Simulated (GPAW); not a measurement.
Runs of GPAW 26.7.0 on C. Symmetry: Fd-3m, No. 227, cubic system. Conventional cell: a = 3.567 Å, b = 3.567 Å, c = 3.567 Å, α = 90.00°, β = 90.00°, γ = 90.00°. C (site symmetry -43m) has 4 C at 1.54 Å as nearest neighbours. This isn't the form of C at room conditions, which is graphite.

```csv
level,potentials or basis,gap on the mesh (eV)
RPBE,"the program's PAW data sets (release 1.2.1) made for this functional, pw",4.17
PBEsol,"PAW data sets generated in the run's folder for this functional, pw",4.04
LDA,"the program's PAW data sets (release 1.2.1) made for this functional, pw",4.14
AM05,"PAW data sets generated in the run's folder for this functional, pw",(a)
```

Alike in all rows: task dielectric tensor; no spin polarisation; cell as given; k mesh 10 × 10 × 10; cutoff (eV) 650; smearing fermi-dirac 0.001 eV.

**Question.** Estimate the missing entries.

**Answer.** (a) 4.05.

Caveats: the long-wavelength limit can be off by a per cent or two.

A k mesh can miss the band edges.

Runs at the PBE level aren't shown here.
